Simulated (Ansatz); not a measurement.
MoS2, 3 atoms in the cell. It takes space group P-3m1 (No. 164, trigonal). Conventional cell: a = 3.227 Å, b = 3.227 Å, c = 6.312 Å, α = 90.00°, β = 90.00°, γ = 120.00°. Around Mo (site symmetry -3m) lie 6 S at 2.42 Å. S (site symmetry 3m) is surrounded by 3 Mo at 2.42 Å. Measurements of this composition are mostly on another form, of space group No. 194.

- Program: Ansatz 0.2.0
- Task: single point
- Functional: PBE
- Potentials or basis: Ansatz PAW
- Cutoff: 420 eV (not typed: the program's choice for these potentials)
- k mesh: 9 × 9 × 4
- Occupations: gaussian, width 0.011 eV
- Spin: no spin polarisation

Potentials or basis: Ansatz PAW.

The run is started by

```bash
$ ansatz run input.yaml --threads 2 --pin off --max-ram 5632MiB --backend cpu --events-out ev --progress --plain --runs-dir out
```

Hardware: 2 threads of Arm Neoverse N1, with other jobs on the host.

Q: Estimate the wall time of this run.

A: Run time: 2 s on 2 threads of Arm Neoverse N1 (shared host), peak memory 0.34 GiB. Counts: scf iterations 7, plane waves 1137, k points 43, bands 17.
